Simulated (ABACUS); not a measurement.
Input of an ABACUS 3.10.1 run:

The input INPUT:

```
INPUT_PARAMETERS
suffix              Te
calculation         scf
basis_type          lcao
pseudo_dir          ./
orbital_dir         ./
symmetry            1
dft_functional      pbe
ecutwfc             100
pseudo_rcut         10
nspin               1
nbands              12
ks_solver           genelpa
smearing_method     fd
smearing_sigma      0.00367493
scf_thr             1e-07
scf_nmax            100
mixing_type         broyden
mixing_beta         0.7
cal_force           1
cal_stress          1
out_mul             1
```

File STRU:

```
ATOMIC_SPECIES
Te 127.6000 Te.upf

NUMERICAL_ORBITAL
Te_confined-atom_8au_2s2p2d.orb

LATTICE_CONSTANT
1.8897261246

LATTICE_VECTORS
2.3059043427 1.3313144930 1.6909537039
-2.3059043427 1.3313144930 1.6909537039
0.0000000000 -2.6626289860 1.6909537039

ATOMIC_POSITIONS
Direct

Te
0.0
1
0.5000000000 0.5000000000 0.5000000000 1 1 1
```

Contents of KPT:

```
K_POINTS
0
Gamma
9 9 9 0 0 0
```

Potentials or basis: PseudoDojo NC SR 0.4.1 PBE standard, DZP LCAO (the cutoffs set its grid).

Run with:

```console
$ OMP_NUM_THREADS=1 mpirun -np 4 abacus > log
```

(1) What does it give for the band gap on the k mesh?

(2) What does it give for the pressure?

Results:

(1) none (metal or under the smearing width).

(2) 4.2 GPa.

Caveat: the atomic orbitals were generated for these runs and aren't a published set; the basis of atomic orbitals isn't converged, which shifts pressures, moduli and gaps.
